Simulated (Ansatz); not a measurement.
Here is an Ansatz 0.2.0 calculation.

input.yaml

```yaml
crystal:
  lattice:
    - [-1.538900875, 1.538900875, 7.14310203]
    - [1.538900875, -1.538900875, 7.14310203]
    - [1.538900875, 1.538900875, -7.14310203]
  atoms:
    - { symbol: Ru, position: [0.39413143, 0.39413143, 0.0] }
    - { symbol: Ru, position: [0.60586857, 0.60586857, 0.0] }
    - { symbol: Al, position: [0.19381538, 0.19381538, 0.0] }
    - { symbol: Al, position: [0.80618462, 0.80618462, 0.0] }
    - { symbol: Al, position: [0.0, 0.0, 0.0] }
hamiltonian:
  xc: pbesol
  pseudopotentials: { kind: paw }
kpoints:
  mp_grid: { grid: [12, 12, 12] }
scf:
  occupations: { method: fermi_dirac, width: 0.05 }
output:
  forces: true
  stress: true
  eigenvalues: true
  write_density: true
  write_potential: true
  elf: true
  volumetric_format: npy
relax:
  f_tol: 0.01
  max_steps: 40
  cell: { stress_tol: 0.05 }
```

Potentials or basis: Ansatz PAW.

The run is started by

```console
$ ansatz run input.yaml --threads 2 --pin off --max-ram 5632MiB --backend cpu --events-out ev --progress --plain --runs-dir out
```

(1) Predict the space group after relaxing (to 0.05 Å).

(2) What does it give for the relaxed cell?

(3) Estimate the band gap on the k mesh.

(4) Predict the relaxed volume.

## Answers

(1) I4/mmm (No. 139).

(2) a = 7.458 Å, b = 7.458 Å, c = 7.458 Å, α = 156.23°, β = 156.23°, γ = 33.86°.

(3) none (metal or under the smearing width).

(4) 13.46 Å³/atom.

Caveat: the PAW data sets come from PBE, with cores solved anew for the run's functional, which leaves a small shift of forces and pressure.
